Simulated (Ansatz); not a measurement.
# KI (Pm-3m) at 4 levels of theory

One geometry, relaxed with PBE+D3(BJ); plane waves with PAW potentials in Ansatz, scalar-relativistic. No spin polarisation. Gaps are the least over mesh and band path; pressure is positive in compression, and isn't given for hybrids.

```
K I
1.0
     2.99390   -2.99643    0.00000
     2.99390    2.99643    0.00000
     0.00000    0.00000    4.23848
K I
1 1
Cartesian
  0.0000 0.0000 0.0000
  2.9939 0.0000 2.1192
```

```tsv
level	cutoff (eV)	k mesh	gap (eV)	pressure (GPa)
PBE+D3(BJ)	420	6×6×6	3.43	0.0
```

**Question.** What comes out on the same cell with r2SCAN, HSE06, LDA?

**Answer.**
```
 level  cutoff (eV)  k mesh  gap (eV)  pressure (GPa)
r2SCAN          500   6×6×6      4.15             0.6
 HSE06          420   4×4×4      4.42               -
   LDA          420   6×6×6      3.08            -1.3
```

Spin-orbit coupling matters for the bands of heavy elements and is left out.

It was reached by relaxing an invented guess, and it needn't be the stable form of this composition.
